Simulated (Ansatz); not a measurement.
Wires are cut from relaxed bulk C (Fd-3m, 5.69 Å³/atom, gap on the mesh 4.15 eV); atoms and period are relaxed, and energies count from that bulk. Caps count from half an H2 molecule.

Theory: Ansatz 0.2.0, DFT PBE, scalar-relativistic, plane waves, PAW.

Cutoff 420 eV, Gaussian smearing of 0.05 eV, energies at zero smearing, symmetry of each start kept, no spin polarisation.

```
                                         start atoms k mesh excess energy (eV per host atom) line energy (eV/Å) period (Å) gap on the mesh (eV) highest filled level or Fermi level under vacuum (eV)
 [110] wire, 4 host atoms a period with H caps     10  1×1×13                            -0.501              -0.786       2.549                  5.13                                                      -
[110] wire, 12 host atoms a period with H caps     22  1×1×13                            -0.275              -1.302       2.536                  3.90                                                   4.69
```

An odd mesh misses points on the zone edge, so a gap read on it can be too wide.

Each run keeps its start's symmetry and one magnetic start, so lower states can exist.

Cost: 2 runs of about 2.6 core-minutes in all, on Arm Neoverse V2 (shared hosts).